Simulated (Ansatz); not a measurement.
## Pressure coefficients of MgS

```xyz
2
Lattice="0.0000 2.6016 2.6016 2.6016 0.0000 2.6016 2.6016 2.6016 0.0000" Properties=species:S:1:pos:R:3 pbc="T T T"
Mg    0.0000    0.0000    0.0000
S     2.6016    2.6016    2.6016
```

Conventional cell: a = 5.203 Å, b = 5.203 Å, c = 5.203 Å, α = 90.00°, β = 90.00°, γ = 90.00°. Mg (atom 1) is surrounded by 6 S at 2.60 Å. S (atom 2) is surrounded by 6 Mg at 2.60 Å.

The cell is COD entry 9008672, as deposited and not checked against the literature; nothing was relaxed.

These are results of DFT, PBE, all-electron LAPW, scalar-relativistic (Ansatz 0.2.0), not measurements.

Numerical set-up: a Γ-centred 10×10×10 k mesh, Fermi–Dirac smearing of 0.03 eV, basis error target 0.25 meV/atom, no spin polarisation.

The cell is scaled evenly with fractional coordinates held. Semilocal gaps are too small, but their slopes carry over better.

```csv
V/V(cell),P (GPa),gap on the k mesh (eV)
0.9500,5.62,2.894
0.9750,3.24,2.840
1.0000,1.15,2.787
1.0250,-0.70,2.734
```

Q: From the rows at 0.9750 and 1.0250, what is the bulk modulus at the cell's volume?

A: B = −ΔP/Δln V = −[(-0.70) − (3.24)]/0.05001 = 78.8 GPa.

Q: What are the gap's volume deformation potential and pressure coefficient?

A: dEg/dln V = (2.734 − 2.840)/0.05001 = -2.12 eV, and dEg/dP = −(dEg/dln V)/B = 27 meV/GPa: pressure widens the gap.

Q: Predict the row at V/V(cell) = 1.0500. How far is a linear estimate of P off?

A: P = -2.33 GPa, gap 2.681 eV. The linear estimate P(cell) − B ln(V/V(cell)) = -2.69 GPa misses by 0.36 GPa, since the modulus falls on expansion.
